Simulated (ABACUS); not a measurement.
## MnS under changes of volume

One of the cells (21.464 Å³/atom); the others are scaled copies at fixed shape and fractional positions:

```
CELL_PARAMETERS angstrom
3.95358 0.00000 0.00000
-1.97679 3.42390 0.00000
0.00000 0.00000 6.34253
ATOMIC_POSITIONS crystal
Mn 0.66667 0.33333 0.49884
Mn 0.33333 0.66667 0.99884
S 0.33333 0.66667 0.62615
S 0.66667 0.33333 0.12615
```

The cell is a database's computed one.

* Program: ABACUS 3.10.1
* Functional: PBEsol
* Potentials or basis: PseudoDojo NC SR 0.4.1 PBEsol standard
* Cutoff: 1320 eV
* Density cutoff: 5279 eV
* Basis: plane waves
* k mesh: 8 × 8 × 4
* Occupations: fermi-dirac, width 0.05 eV
* Spin: collinear spin, ferromagnetic start
* Starting moments: [4.0, 4.0, 0.0, 0.0] μB

```csv
volume (Å³/atom),energy over the lowest point (meV/atom),pressure (GPa),moment (μB per cell),largest force (eV/Å)
20.176,13.88,3.2,9.59,0.337
20.606,6.13,2.2,9.72,0.320
21.035,1.50,1.0,9.80,0.297
21.464,0.00,-0.1,9.87,0.276
21.893,1.38,-1.2,9.92,0.257
22.323,?,?,?,?
22.752,12.30,-3.1,9.98,0.221
```

**Question.** What does the run at 22.323 Å³/atom give?

**Answer.** Energy over the lowest point 5.46 meV/atom; pressure -2.2 GPa; moment 9.96 μB per cell; largest force 0.239 eV/Å.

Worked out: A Birch-Murnaghan fit of order 3 (a polynomial in V^(-2/3)) to the other rows has its minimum at 21.47 Å³/atom with B0 = V·E''(V) = 54 GPa (rough, since the energies scatter) at fixed shape and positions, which overstates the stiffness. It gives 5.53 meV/atom at 22.323 Å³/atom, against the run's 5.46, and -dE/dV = -2.0 GPa, against -2.2. A parabola through the other rows of the moment, of slope 0.0598 μB per Å³/atom there, gives 9.96 μB, against the run's 9.96.

Energies are extrapolated to zero smearing.

Caveats: only a ferromagnetic start was run, and an antiferromagnetic order may lie lower in energy.
